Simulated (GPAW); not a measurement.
Crystal: Sn.

```
CELL_PARAMETERS angstrom
-1.89465 1.89465 1.89465
1.89465 -1.89465 1.89465
1.89465 1.89465 -1.89465
ATOMIC_POSITIONS crystal
Sn 0.00000 0.00000 0.00000
```

This isn't the form of Sn at room conditions, which is tetragonal (white tin).

- Program: GPAW 26.7.0
- Task: relaxation of cell and atoms
- Functional: RPBE
- Potentials or basis: the program's PAW data sets (release 1.2.1) made for this functional
- Cutoff: 600 eV
- Basis: pw
- k mesh: 10 × 10 × 10
- Occupations: fermi-dirac, width 0.05 eV
- Spin: no spin polarisation

At the start: pressure 1.7 GPa; volume 27.20 Å³/atom.

Q: Where does the relaxation end?

A: Over 3 steps the energy falls by 5.7 meV/atom and the volume is 28.27 Å³/atom (+3.9 %); space group Im-3m (No. 229, to 0.05 Å).

Step by step:
| step | energy change (eV) | largest force (eV/Å) | pressure (GPa) | volume (Å³) |
| --- | --- | --- | --- | --- |
| 1 | 0.0000 | 0.0000 | 1.75 | 27.20 |
| 2 | -0.0031 | 0.0000 | 1.15 | 27.55 |
| 3 | -0.0057 | 0.0000 | 0.06 | 28.27 |

Final structure:
```yaml
crystal:
  lattice:
    - [-1.91910, 1.91910, 1.91910]
    - [1.91910, -1.91910, 1.91910]
    - [1.91910, 1.91910, -1.91910]
  atoms:
    - { symbol: Sn, position: [0.00000, 0.00000, 0.00000] }
```

Caveat: later steps reuse the first step's grids.
